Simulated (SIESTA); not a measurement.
## HfO2 in SIESTA: the effect of strain zz

HfO2:

```
CELL_PARAMETERS angstrom
5.21946 0.00000 0.00000
0.00000 5.00476 0.00000
0.00000 0.00000 4.83138
ATOMIC_POSITIONS crystal
Hf 0.96699 0.73252 0.74144
Hf 0.53301 0.73252 0.24144
Hf 0.46699 0.26748 0.74144
Hf 0.03301 0.26748 0.24144
O 0.63213 0.92865 0.87927
O 0.86787 0.92865 0.37927
O 0.23395 0.53988 0.49229
O 0.26605 0.53988 0.99229
O 0.76605 0.46012 0.99229
O 0.73395 0.46012 0.49229
O 0.13213 0.07135 0.87927
O 0.36787 0.07135 0.37927
```

Measurements of this composition are mostly on another form, of space group No. 14.

The cell isn't the ideal one: cell strained along z.

Alike in all runs:

| Item | Value |
| --- | --- |
| Program | SIESTA 5.4.2 |
| Task | band structure |
| Functional | PBE |
| Potentials or basis | PseudoDojo 0.4 standard (PBE files) |
| Basis | DZP (energy shift 0.003 Ry; two zetas on semicore shells) |
| Grid cutoff | 800 Ry |
| Energy shift | 0.003 Ry |
| k mesh | 4 × 4 × 4 |
| Occupations | fermi-dirac, width 0.05 eV |
| Spin | no spin polarisation |

| strain zz | gap on the mesh (eV) | pressure (GPa) | largest force (eV/Å) |
| --- | --- | --- | --- |
| -0.04 | 4.43 | 24.9 | 0.52 |
| -0.02 | 4.37 | 18.3 | 0.33 |
| -0.01 | 4.34 | 15.3 | 0.25 |
| 0 | ? | ? | ? |
| 0.01 | 4.28 | 9.7 | 0.16 |
| 0.02 | 4.24 | 7.2 | 0.15 |
| 0.04 | 4.12 | 2.5 | 0.11 |

Q: What does the run with strain zz 0 give?

A: gap on the mesh 4.31 eV; pressure 12.4 GPa; largest force 0.19 eV/Å.

Worked out: A parabola through the other rows of the gap on the mesh, of slope -3.71 eV per unit of strain zz there, gives 4.31 eV, against the run's 4.31. A parabola through the other rows of the pressure, of slope -280 GPa per unit of strain zz there, gives 12.4 GPa, against the run's 12.4. A parabola through the other rows of the largest force, of slope -4.98 eV/Å per unit of strain zz there, gives 0.20 eV/Å, against the run's 0.19.

Caveats: short orbitals over semicore shells can move pressures by several GPa; spin-orbit coupling is left out, which moves the levels of the heavy elements; the basis of atomic orbitals isn't converged, which shifts pressures, moduli and gaps.

A k mesh can miss the band edges.
